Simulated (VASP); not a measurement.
A run of VASP 6.6.1 is set up as follows.

Contents of INCAR:

```
  ALGO = Fast
  EDIFF = 1E-6
  ENCUT = 230
  GGA = PE
  ISIF = 2
  ISMEAR = 1
  KPAR = 2
  LASPH = T
  LCHARG = T
  LREAL = F
  LVHAR = T
  LWAVE = F
  NBANDS = 22
  NELM = 80
  PREC = Accurate
  SIGMA = 0.1
```

The input KPOINTS:

```
k-points
0
Gamma
  19 19 9
```

Contents of POSCAR:

```
Re                                      
1.0
    2.7712940700      0.0000000000      0.0000000000
   -1.3856470400      2.4000110500      0.0000000000
    0.0000000000      0.0000000000      8.9420368543
  Re            
     4
Direct
     0.0000000000000000    0.0000000000000000    0.0000000000000000
     0.3333330000000032    0.6666669999999968    0.2500000000000000
     0.0000000000000000    0.0000000000000000    0.5000000000000000
     0.3333330000000032    0.6666669999999968    0.7500000000000000
```

Potentials or basis: VASP PAW PBE potentials, release 64 (Re).

Run with:

```sh
$ cat potpaw_PBE.64/Re/POTCAR > POTCAR
$ mpirun -np 2 vasp_std > vasp.out
```

(1) Estimate the band gap on the k mesh.

Answers

(1) none (metal or under the smearing width).
